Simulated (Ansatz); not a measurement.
The system is La2O3.

```
La O
1.0
     6.26678    0.00000    0.00000
    -3.13339    5.42719    0.00000
     0.00000    0.00000    3.29977
La O
2 3
Direct
  0.66667 0.33333 0.50000
  0.33333 0.66667 0.50000
  0.50801 0.00000 0.00000
  0.00000 0.50801 0.00000
  0.49199 0.49199 0.00000
```

The cell comes from a database or a generator and needn't be the stable form of this composition.

Program: Ansatz 0.2.0. Alike in all runs: task band structure; potentials or basis Ansatz PAW; no spin polarisation; cell as given; smearing fixed. Hardware: 1 × NVIDIA H100 80GB HBM3 with 2 threads of AMD EPYC 7R13 Processor (Zen 3) (shared host).

Problem. Order these runs on this cell by their wall time, lowest first.
A. level r2SCAN; k mesh 6 × 6 × 8; cutoff (eV) 500; level r2scan
B. level HSE06; k mesh 6 × 6 × 6; cutoff (eV) 420; level hse06
C. level LDA; k mesh 6 × 6 × 8; cutoff (eV) 420; level lda

Solution. C (4.6 s), A (9.9 s), B (87 s).

Not every run made on this cell is shown here.
